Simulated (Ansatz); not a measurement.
SrF2 (fluorite)

```xyz
3
Lattice="0.0000 2.9286 2.9286 2.9286 0.0000 2.9286 2.9286 2.9286 0.0000" Properties=species:S:1:pos:R:3 pbc="T T T"
Sr     0.0000     0.0000     0.0000
F      1.4643     1.4643     1.4643
F      4.3930     4.3930     4.3930
```

The slice is a {110} plane (indices of the conventional cell) through the point (0.250, 0.250, 0.250) (fractional), spanned by u = [100] and v = [1 -1 -1] in vectors of this cell: u (4.14 Å) and v (5.86 Å, at 90° to u). It covers one period; positions are fractions (u, v).

All values below come from PBE (plane waves to 420 eV, PAW, scalar-relativistic; Ansatz, a program for electronic structure). k mesh 10×10×10. Near the nuclei the fields are pseudised (PAW); where an atom keeps semicore shells as valence, they peak there. SrF2 was relaxed with its symmetry unable to fall.

Three fields on this plane, each scaled to ten steps between its own extremes (0 low, 9 high; the total valence density on a logarithmic scale, the potential cut 8 eV below its top; x marks points blanked near nuclei; v = 0 in the bottom row):

Map A
```
|xxxxxx987766667789xxxxx|
|xxxxxx998877778899xxxxx|
|xxxxx99998888889999xxxx|
|xxxx9999998888999999xxx|
|xxx999999999999999999xx|
|99999999999999999999999|
|99999999999999999999999|
|99999999999999999999999|
|99999999999999999999999|
|99999999999999999999999|
|xxx999999999999999999xx|
|xxxx9999998888999999xxx|
|xxxxx99998888889999xxxx|
|xxxxxx998877778899xxxxx|
|xxxxxx987766667789xxxxx|
|xxxxxx876554455678xxxxx|
|xxxxxx764321123467xxxxx|
|xxxxxx531000000136xxxxx|
|xxxxx53000xxxx00035xxxx|
|xxxx6400xxxxxxxx0046xxx|
|xxx7520xxxxxxxxxx0257xx|
|9986400xxxxxxxxxx004689|
|9986300xxxxxxxxxx003689|
|988630xxxxxxxxxxxx03688|
|9986300xxxxxxxxxx003689|
|9986400xxxxxxxxxx004689|
|xxx7520xxxxxxxxxx0257xx|
|xxxx6400xxxxxxxx0046xxx|
|xxxxx53000xxxx00035xxxx|
|xxxxxx631000000135xxxxx|
|xxxxxx764321123467xxxxx|
|xxxxxx876554455678xxxxx|
```

Map B
```
|xxxxxx520000000025xxxxx|
|xxxxxx520000000025xxxxx|
|xxxxx74200000000247xxxx|
|xxxx7531000000001357xxx|
|xxx653100000000001356xx|
|44321100000000000011234|
|00000000000000000000000|
|00000000000000000000000|
|00000000000000000000000|
|44321100000000000011234|
|xxx653100000000001356xx|
|xxxx7531000000001357xxx|
|xxxxx74200000000247xxxx|
|xxxxxx520000000025xxxxx|
|xxxxxx520000000025xxxxx|
|xxxxxx410000000014xxxxx|
|xxxxxx300123321003xxxxx|
|xxxxxx101479974101xxxxx|
|xxxxx20159xxxx95102xxxx|
|xxxx3015xxxxxxxx5113xxx|
|xxx3103xxxxxxxxxx3013xx|
|4321017xxxxxxxxxx710123|
|0000039xxxxxxxxxx930000|
|000004xxxxxxxxxxxx40000|
|0000039xxxxxxxxxx930000|
|4321017xxxxxxxxxx710123|
|xxx3103xxxxxxxxxx3013xx|
|xxxx3115xxxxxxxx5103xxx|
|xxxxx20159xxxx95102xxxx|
|xxxxxx101479974101xxxxx|
|xxxxxx300123321003xxxxx|
|xxxxxx410000000014xxxxx|
```

Map C
```
|xxxxxx764433334467xxxxx|
|xxxxxx754322223457xxxxx|
|xxxxx76532222223567xxxx|
|xxxx8654321111234568xxx|
|xxx765432110111234567xx|
|77765432210000122345677|
|66554332100000012334556|
|55544322100000012234455|
|66554332100000012334556|
|77765432210000122345677|
|xxx765432111011234567xx|
|xxxx8654321111234568xxx|
|xxxxx76532222223567xxxx|
|xxxxxx754322223457xxxxx|
|xxxxxx764433334467xxxxx|
|xxxxxx765555555567xxxxx|
|xxxxxx766667766667xxxxx|
|xxxxxx777888888777xxxxx|
|xxxxx87899xxxx99878xxxx|
|xxxx8789xxxxxxxx9878xxx|
|xxx8778xxxxxxxxxx8778xx|
|7776789xxxxxxxxxx987677|
|6666689xxxxxxxxxx986666|
|555568xxxxxxxxxxxx86555|
|6666689xxxxxxxxxx986666|
|7776789xxxxxxxxxx987677|
|xxx8778xxxxxxxxxx8778xx|
|xxxx8789xxxxxxxx9878xxx|
|xxxxx87899xxxx99878xxxx|
|xxxxxx777888888777xxxxx|
|xxxxxx766667766667xxxxx|
|xxxxxx765555555567xxxxx|
```

### Question
Assign the maps to these fields: electron localisation function (ELF); valence electron density; electrostatic potential energy of an electron, from the cell's mean.

### Answer
A is the electrostatic potential energy of an electron, from the cell's mean; B is the electron localisation function (ELF); C is the valence electron density.
